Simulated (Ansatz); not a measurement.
A (111) slab of ZrN (Fm-3m (No. 225)), 11 planes, outer planes N (top) and N (bottom), with 11 atoms (Zr5N6) in a surface cell of A = 9.141 Å², as cut from the bulk:

```yaml
crystal:
  lattice:
    - [3.24891, 0.00000, 0.00000]
    - [-1.62445, 2.81364, 0.00000]
    - [0.00000, 0.00000, 28.26362]
  atoms:
    - { symbol: N, position: [0.33333, 0.66667, 0.26536] }
    - { symbol: Zr, position: [0.66667, 0.33333, 0.31229] }
    - { symbol: N, position: [0.00000, 0.00000, 0.35922] }
    - { symbol: Zr, position: [0.33333, 0.66667, 0.40614] }
    - { symbol: N, position: [0.66667, 0.33333, 0.45307] }
    - { symbol: Zr, position: [0.00000, 0.00000, 0.50000] }
    - { symbol: N, position: [0.33333, 0.66667, 0.54693] }
    - { symbol: Zr, position: [0.66667, 0.33333, 0.59386] }
    - { symbol: N, position: [0.00000, 0.00000, 0.64078] }
    - { symbol: Zr, position: [0.33333, 0.66667, 0.68771] }
    - { symbol: N, position: [0.66667, 0.33333, 0.73464] }
```

The calculation used DFT PBE, scalar-relativistic, plane waves, PAW in Ansatz. Cutoff 420 eV; k points 12×12×1 on the computed 11-atom cell (Γ-centred); Gaussian smearing, width 0.10 eV; no spin polarisation. The cell repeats along c with a dipole correction in the vacuum.

The relaxed slab holds 5 formula units of ZrN and 1 further N. Against those formula units in the bulk and the further N in its standard state it lies 0.827 eV higher. The formation energy of ZrN from the standard states is -3.463 eV a formula unit (uncorrected, no zero-point or thermal terms).

Question: Over what range can the chemical potential of N vary, and what is the surface energy at both ends?

Answer: In contact with the bulk, μ(N) + μ(Zr) is fixed. With Δμ counted from the standard states, Δμ(N) ≤ 0 keeps elemental N from forming, and Δμ(Zr) ≤ 0 requires Δμ(N) ≥ ΔH = -3.463 eV. Other compounds of N and Zr can narrow this range. Then γ, the mean of both faces, = [0.827 eV − 1.00·Δμ(N)]/(2A). At the N-rich end (Δμ = 0): 0.827/(2 × 9.141) × 16.02 = 0.72 J/m². At the N-poor end: (0.827 + 3.463)/(2 × 9.141) × 16.02 = 3.76 J/m².

Question: How does its energy depend on growth conditions?

Answer: It carries an excess of N, so its energy falls by 0.88 J/m² for each eV that μ(N) rises: N-rich conditions lower it; whether it appears depends on the other terminations.

Spin polarisation was left out, and a magnetic state may lie lower.